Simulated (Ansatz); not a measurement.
**Sr: density of states with PBEsol**

Crystal: Sr.

```
Sr
1.0
     0.00000    3.04235    3.04235
     3.04235    0.00000    3.04235
     3.04235    3.04235    0.00000
Sr
1
Direct
  0.00000 0.00000 0.00000
```

| Property | Result |
| --- | --- |
| Program | Ansatz 0.2.0 |
| Task | density of states |
| Functional | PBEsol |
| Potentials or basis | Ansatz PAW |
| Cutoff | 420 eV (not typed: the program's choice for these potentials) |
| k mesh | 8 × 8 × 8 |
| Occupations | methfessel-paxton, width 0.025 eV |
| Spin | spin-orbit coupling, no magnetisation |

The pressure is -1.0 GPa, the band gap on the k mesh is none (metal or under the smearing width) and the density of states at the Fermi level is 0.42 states/eV per cell.

Levels at points of the mesh, in eV from the Fermi level:
```
             k point  band 6  band 7  band 8  band 9  band 10  band 11  band 12  band 13  band 14  band 15
  (0.00, 0.00, 0.00)  -18.10  -18.10  -18.10   -3.63    -3.63     2.30     2.30     2.30     2.30     2.33
 (0.00, 0.00, -0.50)  -18.24  -18.13  -18.13   -1.13    -1.13     0.03     0.03     2.14     2.14     2.18
(0.00, -0.50, -0.50)  -18.24  -18.17  -18.17   -0.62    -0.62     0.36     0.36     0.99     0.99     4.77
```

States per cell in windows of 1 eV (zero at the Fermi level; states under -8 eV left out):
```csv
from (eV),total
-8.0,0.00
-7.0,0.00
-6.0,0.00
-5.0,0.00
-4.0,0.07
-3.0,0.32
-2.0,0.63
-1.0,0.94
0.0,2.09
1.0,1.48
2.0,2.00
3.0,0.43
4.0,0.03
5.0,0.00
6.0,0.00
7.0,0.00
```

It took 8.9 s on 1 thread of Arm Neoverse V2, with other jobs on the host, peak memory 0.35 GiB.

Caveat: the PAW data sets come from PBE, with cores solved anew for the run's functional, which leaves a small shift of forces and pressure.
